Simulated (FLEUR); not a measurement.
# GaAs (F-43m) in FLEUR: further runs, part 2 of 2

FLEUR MaX-R8.1 (later development tree). The steps go on from the part before.

**3. Band structure, r2SCAN**

Changes to inp.xml since step 2:

```diff
@@ -7,5 +7,8 @@
       <cutoffs Kmax="4.58" Gmax="14.2" GmaxXC="14.2" numbands="0"/>
-      <scfLoop itmax="60" minDistance="0.00001" maxIterBroyd="15" imix="Anderson" alpha="0.05" precondParam="0.0" spinf="2.0" sdNocoIR="T"/>
-      <coreElectrons ctail="T" frcor="F" kcrel="0" coretail_lmax="0"/>
-      <xcFunctional name="PBEs" relativisticCorrections="F"/>
+      <scfLoop itmax="80" minDistance="0.0001" maxIterBroyd="30" imix="Anderson" alpha="0.05" precondParam="0.0" spinf="2.0" sdNocoIR="T"/>
+      <coreElectrons ctail="F" frcor="F" kcrel="0" coretail_lmax="0"/>
+      <xcFunctional name="LibXC" relativisticCorrections="F">
+         <LibXCName exchange="mgga_x_r2scan" correlation="mgga_c_r2scan"/>
+         <AuxGGA exchange="117" correlation="130"/>
+      </xcFunctional>
       <magnetism jspins="1"/>
```

crystal.txt

```
GaAs
&input cartesian=F /
0.0000000000  2.8268500000  2.8268500000
2.8268500000  0.0000000000  2.8268500000
2.8268500000  2.8268500000  0.0000000000
1.8897261246
1.0 1.0 1.0

2
33 0.7500000000  0.7500000000  0.7500000000
31 0.0000000000  0.0000000000  0.0000000000

&kpt div1=8 div2=8 div3=8 gamma=T /
```

Changes to inp.xml (bands) since step 2:

```diff
@@ -7,5 +7,8 @@
       <cutoffs Kmax="4.58" Gmax="14.2" GmaxXC="14.2" numbands="0"/>
-      <scfLoop itmax="60" minDistance="0.00001" maxIterBroyd="15" imix="Anderson" alpha="0.05" precondParam="0.0" spinf="2.0" sdNocoIR="T"/>
-      <coreElectrons ctail="T" frcor="F" kcrel="0" coretail_lmax="0"/>
-      <xcFunctional name="PBEs" relativisticCorrections="F"/>
+      <scfLoop itmax="80" minDistance="0.0001" maxIterBroyd="30" imix="Anderson" alpha="0.05" precondParam="0.0" spinf="2.0" sdNocoIR="T"/>
+      <coreElectrons ctail="F" frcor="F" kcrel="0" coretail_lmax="0"/>
+      <xcFunctional name="LibXC" relativisticCorrections="F">
+         <LibXCName exchange="mgga_x_r2scan" correlation="mgga_c_r2scan"/>
+         <AuxGGA exchange="117" correlation="130"/>
+      </xcFunctional>
       <magnetism jspins="1"/>
```

Potentials or basis: all-electron, FLAPW.

Run with:

```bash
inpgen -f crystal.txt -profile fastHighL
# inp.xml edited to the form shown
fleur_MPI
fleur_MPI   # second run, on inp.xml (bands)
```

It took 76 s on 1 thread of Intel Xeon 6975P-C (Granite Rapids), shared host; peak memory 0.08 GiB.

It converged, with:

| Item | Value |
| --- | --- |
| Free energy | -114440.3087 eV |
| Band gap on the k mesh | 1.02 eV, direct |
| Band gap along the path | 1.02 eV, direct |
| Valence electrons inside the program's atomic spheres | As 18.83; Ga 19.13 (radii As 2.14, Ga 2.14 bohr) |

Levels at the corners of the path, in eV from the valence-band top:
| point | band 17 | band 18 | band 19 | band 20 | band 21 | band 22 | band 23 | band 24 | band 25 | band 26 |
| --- | --- | --- | --- | --- | --- | --- | --- | --- | --- | --- |
| Γ | -15.12 | -13.21 | 0.00 | 0.00 | 0.00 | 1.02 | 4.05 | 4.05 | 4.05 | 8.24 |
| X | -15.11 | -10.58 | -6.98 | -2.77 | -2.77 | 1.76 | 1.95 | 10.88 | 10.88 | 11.78 |
| W | -15.12 | -10.52 | -6.78 | -3.64 | -3.43 | 5.03 | 5.06 | 5.93 | 6.48 | 11.84 |
| K | -15.12 | -10.62 | -6.78 | -3.97 | -2.34 | 2.28 | 5.03 | 8.55 | 8.61 | 9.27 |
| Γ | -15.12 | -13.21 | 0.00 | 0.00 | 0.00 | 1.02 | 4.05 | 4.05 | 4.05 | 8.24 |
| L | -15.12 | -11.35 | -6.81 | -1.18 | -1.18 | 1.38 | 5.00 | 5.00 | 8.27 | 11.15 |
| U | -15.12 | -10.62 | -6.78 | -3.97 | -2.34 | 2.28 | 5.03 | 8.55 | 8.61 | 9.27 |
| W | -15.12 | -10.52 | -6.78 | -3.64 | -3.43 | 5.03 | 5.06 | 5.93 | 6.48 | 11.84 |
| L | -15.12 | -11.35 | -6.81 | -1.18 | -1.18 | 1.38 | 5.00 | 5.00 | 8.27 | 11.15 |
| K | -15.12 | -10.62 | -6.78 | -3.97 | -2.34 | 2.28 | 5.03 | 8.55 | 8.61 | 9.27 |
| U | -15.12 | -10.62 | -6.78 | -3.97 | -2.34 | 2.28 | 5.03 | 8.55 | 8.61 | 9.27 |
| X | -15.11 | -10.58 | -6.98 | -2.77 | -2.77 | 1.76 | 1.95 | 10.88 | 10.88 | 11.78 |

Core levels (eV from the Fermi level):
| atom | levels |
| --- | --- |
| 1 As | 1s1/2 -11710.8, 2s1/2 -1480.1, 2p1/2 -1321.3, 2p3/2 -1284.8, 3s1/2 -184.2 |
| 2 Ga | 1s1/2 -10223.1, 2s1/2 -1256.8, 2p1/2 -1111.7, 2p3/2 -1084.0 |

Caveat: the meta-GGA is that of a development version, with a GGA for the radial functions and cores and without core tails.

**4. Equation of state, LDA, 21.23 Å³/atom (volume scaled by 0.94)**

Changes to inp.xml since step 3:

```diff
@@ -6,9 +6,6 @@
    <calculationSetup>
-      <cutoffs Kmax="4.58" Gmax="14.2" GmaxXC="14.2" numbands="0"/>
-      <scfLoop itmax="80" minDistance="0.0001" maxIterBroyd="30" imix="Anderson" alpha="0.05" precondParam="0.0" spinf="2.0" sdNocoIR="T"/>
-      <coreElectrons ctail="F" frcor="F" kcrel="0" coretail_lmax="0"/>
-      <xcFunctional name="LibXC" relativisticCorrections="F">
-         <LibXCName exchange="mgga_x_r2scan" correlation="mgga_c_r2scan"/>
-         <AuxGGA exchange="117" correlation="130"/>
-      </xcFunctional>
+      <cutoffs Kmax="4.71" Gmax="14.6" GmaxXC="14.6" numbands="0"/>
+      <scfLoop itmax="60" minDistance="0.00001" maxIterBroyd="15" imix="Anderson" alpha="0.05" precondParam="0.0" spinf="2.0" sdNocoIR="T"/>
+      <coreElectrons ctail="T" frcor="F" kcrel="0" coretail_lmax="0"/>
+      <xcFunctional name="vwn" relativisticCorrections="F"/>
       <magnetism jspins="1"/>
@@ -27,3 +24,3 @@
       <xi:include xmlns:xi="http://www.w3.org/2001/XInclude" href="sym.xml"> </xi:include>
-      <bulkLattice scale="1.0">
+      <bulkLattice scale="0.9795861087">
          <bravaisMatrix>
@@ -37,3 +34,3 @@
       <species name="Arsenic (As)" element="As" atomicNumber="33">
-         <mtSphere radius="2.14" gridPoints="707" logIncrement="0.017"/>
+         <mtSphere radius="2.08" gridPoints="707" logIncrement="0.017"/>
          <atomicCutoffs lmax="9" lnonsphr="9"/>
@@ -54,3 +51,3 @@
       <species name="Gallium (Ga)" element="Ga" atomicNumber="31">
-         <mtSphere radius="2.14" gridPoints="707" logIncrement="0.017"/>
+         <mtSphere radius="2.08" gridPoints="707" logIncrement="0.017"/>
          <atomicCutoffs lmax="9" lnonsphr="9"/>
```

Potentials or basis: all-electron, FLAPW.

Run with:

```bash
inpgen -f crystal.txt -profile fastHighL
# inp.xml edited to the form shown
fleur_MPI
```

The log of the run:

```text
Welcome to FLEUR        (www.flapw.de)
      MaX-Release 8.1          (www.max-centre.eu)

 ========== k-point set info ==========
 Selected k-point list: default-1
 k-point list type: mesh
 8 x 8 x 8
 Number of k points: 29

 ------------Calculation Setup---------------------------
 Number of MPI-tasks      :            1
 Number of PE/node        :            1
 Number of OMP-threads    :            1
 Most efficient MPI parallelization for:
           1          29
 Additional eigenvalue parallelization possible
 Number of basis functions:          615
 Approximate size of matrices (H+S) per k-point:         0.011 GB
 --------------------------------------------------------
 Iteration:     1   Distance:       7.30069841 me/bohr^3
 Iteration:     2   Distance:       6.71607457 me/bohr^3
 Iteration:     3   Distance:       3.70380553 me/bohr^3
 Iteration:     4   Distance:       0.99429417 me/bohr^3
 Iteration:     5   Distance:       0.85270522 me/bohr^3
 Iteration:     6   Distance:       0.16572131 me/bohr^3
 Iteration:     7   Distance:       0.07674489 me/bohr^3
 Iteration:     8   Distance:       0.06524742 me/bohr^3
 Iteration:     9   Distance:       0.00762271 me/bohr^3
 Iteration:    10   Distance:       0.00752951 me/bohr^3
 Iteration:    11   Distance:       0.00193300 me/bohr^3
 Iteration:    12   Distance:       0.00013255 me/bohr^3
 Iteration:    13   Distance:       0.00009962 me/bohr^3
 Iteration:    14   Distance:       0.00000455 me/bohr^3

 ********************************************************************
 Run finished successfully
 Stop message:
   all done
 ********************************************************************
```

out.xml (last iteration):

```text
<iteration numberForCurrentRun="   14" overallNumber="   14">
         <energyParameters units="Htr">
            <atomicEP atomType="1" spin="1" branch="4s" branchLowest="-6.53" branchHighest="0.91" value="-0.2443264721"/>
            <atomicEP atomType="1" spin="1" branch="4p" branchLowest="-4.47" branchHighest="1.66" value="-0.0000738128"/>
            <atomicEP atomType="1" spin="1" branch="3d" branchLowest="-9.99" branchHighest="-1.05" value="-1.0649337112"/>
            <atomicEP atomType="1" spin="1" branch="4f" branchLowest="-9.99" branchHighest="3.75" value="0.3703768468"/>
            <loAtomicEP atomType="1" spin="1" branch="3p" branchLowest="-47.43" branchHighest="-4.47" value="-4.4744973047"/>
            <loAtomicEP atomType="1" spin="1" branch="3p" branchLowest="-47.43" branchHighest="-4.47" value="-4.4744973047"/>
            <heloAtomicEP atomType="1" spin="1" branch="4d" branchLowest="2.10" branchHighest="2.10" value="2.1016985538"/>
            <heloAtomicEP atomType="1" spin="1" branch="4d" branchLowest="2.10" branchHighest="2.10" value="2.1016985538"/>
            <loAtomicEP atomType="1" spin="1" branch="4s" branchLowest="-6.53" branchHighest="0.91" value="-0.2443264721"/>
            <loAtomicEP atomType="1" spin="1" branch="4f" branchLowest="-9.99" branchHighest="3.75" value="0.3703803846"/>
            <atomicEP atomType="2" spin="1" branch="4s" branchLowest="-5.02" branchHighest="1.47" value="-0.0948552831"/>
            <atomicEP atomType="2" spin="1" branch="4p" branchLowest="-3.23" branchHighest="2.18" value="0.0831635922"/>
            <atomicEP atomType="2" spin="1" branch="3d" branchLowest="-9.99" branchHighest="-0.26" value="-0.3201956429"/>
            <atomicEP atomType="2" spin="1" branch="4f" branchLowest="-9.99" branchHighest="3.97" value="0.4241915261"/>
            <loAtomicEP atomType="2" spin="1" branch="3s" branchLowest="-45.90" branchHighest="-5.02" value="-5.0260124104"/>
            <loAtomicEP atomType="2" spin="1" branch="3p" branchLowest="-39.95" branchHighest="-3.23" value="-3.2351062090"/>
            <loAtomicEP atomType="2" spin="1" branch="3p" branchLowest="-39.95" branchHighest="-3.23" value="-3.2351062090"/>
            <heloAtomicEP atomType="2" spin="1" branch="4d" branchLowest="2.47" branchHighest="2.47" value="2.4674458063"/>
            <heloAtomicEP atomType="2" spin="1" branch="4d" branchLowest="2.47" branchHighest="2.47" value="2.4674458063"/>
            <loAtomicEP atomType="2" spin="1" branch="4f" branchLowest="-9.99" branchHighest="3.97" value="0.4241948132"/>
[... 79 lines left out ...]
            <isomerShift atomType="1" nucleusRadius="0.0000996" averageDensity="35624.22406"/>
            <isomerShift atomType="2" nucleusRadius="0.0000972" averageDensity="28261.39765"/>
            <electricFieldGradient atomType="1" VXX="0.00000" VYY="0.00000" VZZ="0.00000" asymParam="0.00000">
            </electricFieldGradient>
            <electricFieldGradient atomType="2" VXX="0.00000" VYY="0.00000" VZZ="0.00000" asymParam="0.00000">
            </electricFieldGradient>
         </moessbauerParams>
         <totalEnergy                                    value="    -4199.4291394826" units="Htr">
            <sumOfEigenvalues                            value="    -2415.8798032958">
               <coreElectrons value="-2345.7495842879"/>
               <valenceElectrons value="-70.1302190079"/>
            </sumOfEigenvalues>
            <densityCoulombPotentialIntegral value="-6498.5146684998"/>
            <densityEffectivePotentialIntegral value="-6702.0938213258"/>
            <chargeDenXCDenIntegral value="-153.7073278084"/>
            <FockExchangeEnergyValence value="0.0000000000"/>
            <FockExchangeEnergyCore value="0.0000000000"/>
            <atomTypeDependentContributions atomType="1">
               <electronNucleiInteractionDifferentMTs value="2713.9973006238"/>
               <MadelungTerm value="-19.4516191327"/>
            </atomTypeDependentContributions>
            <atomTypeDependentContributions atomType="2">
               <electronNucleiInteractionDifferentMTs value="2333.4916297177"/>
               <MadelungTerm value="-15.7379459802"/>
            </atomTypeDependentContributions>
            <tkbTimesEntropy value="0.0000001129"/>
            <freeEnergy value="-4199.4291395956"/>
            <extrapolationTo0K value="-4199.4291395391"/>
         </totalEnergy>
         <densityConvergence units="me/bohr^3">
            <chargeDensity spin="1" distance="0.0000045533"/>
         </densityConvergence>
      </iteration>
```

Wall time 98 s (1 thread of Intel Xeon Platinum 8259CL at 2.50GHz (Skylake/Cascade Lake), shared host); peak memory 0.08 GiB.

Results:

```yaml
Free_energy: -114272.2883 eV
Band_gap_on_the_k_mesh: 0.75 eV, direct
Valence_electrons_inside_the_program's_atomic_spheres: As 18.69; Ga 19.07 (radii As 2.08, Ga 2.08 bohr)
```

**5. Equation of state, LDA, 21.69 Å³/atom (volume scaled by 0.96)**

Changes to inp.xml since step 4:

```diff
@@ -24,3 +24,3 @@
       <xi:include xmlns:xi="http://www.w3.org/2001/XInclude" href="sym.xml"> </xi:include>
-      <bulkLattice scale="0.9795861087">
+      <bulkLattice scale="0.9864848297">
          <bravaisMatrix>
```

Run with:

```bash
inpgen -f crystal.txt -profile fastHighL
# inp.xml edited to the form shown
fleur_MPI
```

Wall time 93 s (1 thread of Intel Xeon Platinum 8259CL at 2.50GHz (Skylake/Cascade Lake), shared host); peak memory 0.08 GiB.

The run converged. Its results:

- Free energy: -114272.2988 eV
- Band gap on the k mesh: 0.59 eV, direct
- Valence electrons inside the program's atomic spheres: As 18.67; Ga 19.05 (radii As 2.08, Ga 2.08 bohr)

**6. Equation of state, LDA, 22.59 Å³/atom**

Changes to inp.xml since step 5:

```diff
@@ -24,3 +24,3 @@
       <xi:include xmlns:xi="http://www.w3.org/2001/XInclude" href="sym.xml"> </xi:include>
-      <bulkLattice scale="0.9864848297">
+      <bulkLattice scale="1.0000000000">
          <bravaisMatrix>
```

Potentials or basis: all-electron, FLAPW.

Run with:

```bash
inpgen -f crystal.txt -profile fastHighL
# inp.xml edited to the form shown
fleur_MPI
```

Run time: 1.7 min. Hardware: 1 thread of Intel Xeon Platinum 8259CL at 2.50GHz (Skylake/Cascade Lake), shared host; peak memory 0.08 GiB.

The run converged. Its results:

| Quantity | Value |
| --- | --- |
| Free energy | -114272.2931 eV |
| Band gap on the k mesh | 0.28 eV, direct |
| Valence electrons inside the program's atomic spheres | As 18.65; Ga 19.02 (radii As 2.08, Ga 2.08 bohr) |

**7. Equation of state, LDA, 23.49 Å³/atom (volume scaled by 1.04)**

Changes to inp.xml since step 6:

```diff
@@ -24,3 +24,3 @@
       <xi:include xmlns:xi="http://www.w3.org/2001/XInclude" href="sym.xml"> </xi:include>
-      <bulkLattice scale="1.0000000000">
+      <bulkLattice scale="1.0131594038">
          <bravaisMatrix>
```

Run with:

```bash
inpgen -f crystal.txt -profile fastHighL
# inp.xml edited to the form shown
fleur_MPI
```

It took 1.8 min on 1 thread of Intel Xeon Platinum 8259CL at 2.50GHz (Skylake/Cascade Lake), shared host; peak memory 0.08 GiB.

It converged, with:

- Free energy: -114272.2579 eV
- Band gap on the k mesh: none (metal or under the smearing width)
- Valence electrons inside the program's atomic spheres: As 18.62; Ga 19.00 (radii As 2.08, Ga 2.08 bohr)

**8. Equation of state, LDA, 23.94 Å³/atom (volume scaled by 1.06)**

Changes to inp.xml since step 7:

```diff
@@ -24,3 +24,3 @@
       <xi:include xmlns:xi="http://www.w3.org/2001/XInclude" href="sym.xml"> </xi:include>
-      <bulkLattice scale="1.0131594038">
+      <bulkLattice scale="1.0196128224">
          <bravaisMatrix>
```

Run with:

```bash
inpgen -f crystal.txt -profile fastHighL
# inp.xml edited to the form shown
fleur_MPI
```

Wall time 1.9 min (1 thread of Intel Xeon Platinum 8259CL at 2.50GHz (Skylake/Cascade Lake), shared host); peak memory 0.08 GiB.

Results (log left out):

```yaml
Free_energy: -114272.2314 eV
Band_gap_on_the_k_mesh: none (metal or under the smearing width)
Valence_electrons_inside_the_program's_atomic_spheres: As 18.61; Ga 18.98 (radii As 2.08, Ga 2.08 bohr)
```

**9. Equation of state, LDA**

Potentials or basis: all-electron, FLAPW.

No new run: the results of the series are fitted here.

Results:

```
Equilibrium volume                      : 21.97 Å³/atom
Bulk modulus                            : 74 GPa
Pressure derivative of the bulk modulus : 4.7 (rough: it moves with the points fitted)
```

Energy against volume, from the lowest point:
```csv
volume (Å³/atom),energy (meV/atom)
21.234,5.22
21.686,0.00
22.590,2.86
23.493,20.42
23.945,33.69
```

**10. Overview**

```csv
task,level,gmax,muffin-tin radii,max iterations,mixing factor,mixer,kmax,gap on the mesh (eV)
band structure,PBEsol,14.2 1/bohr,"As 2.14, Ga 2.14 bohr",60,0.05,Anderson,4.58 1/bohr,0.45
band structure,r2SCAN,14.2 1/bohr,"As 2.14, Ga 2.14 bohr",80,0.05,Anderson,4.58 1/bohr,1.02
equation of state,LDA,14.6 1/bohr,"As 2.08, Ga 2.08 bohr",-,-,-,4.71 1/bohr,-
```

Alike in all rows: potentials or basis all-electron, FLAPW; no spin polarisation; cell as given; k mesh 8 × 8 × 8; smearing fermi-dirac 0.05 eV.

Caveats: the meta-GGA is that of a development version, with a GGA for the radial functions and cores and without core tails (some runs).

Compare energies only between runs with the same functional and basis.

**11. Against experiment**

Step 2. A measured gap of GaAs is 1.412 eV (direct; 300 K; “Evidence of valence band perturbations in GaAsN/GaAs(001): A combined variable-angle spectroscopic ellipsometry and modulated photoreflectance investigation”, 2008, arxiv:0805.2212); the calculated 0.45 eV misses it by -0.96 eV. 3 values of this kind are on record (1.412 to 1.51 eV); this one was drawn at random among those near their median, those with a stated uncertainty first. Spin-orbit coupling on As, Ga is left out. The value is that of PBEsol, without temperature or zero-point motion. Semilocal functionals fall short of measured gaps as a rule.

Step 3. Against the measured gap of GaAs, 1.418 eV (direct; 300 K; “Evidence of valence band perturbations in GaAsN/GaAs(001): A combined variable-angle spectroscopic ellipsometry and modulated photoreflectance investigation”, 2008, arxiv:0805.2212), the calculated 1.02 eV is off by -0.40 eV. 3 values of this kind are on record (1.412 to 1.51 eV); this one was drawn at random among those near their median, those with a stated uncertainty first. Spin-orbit coupling on As, Ga is left out. The value is that of r2SCAN, without temperature or zero-point motion.
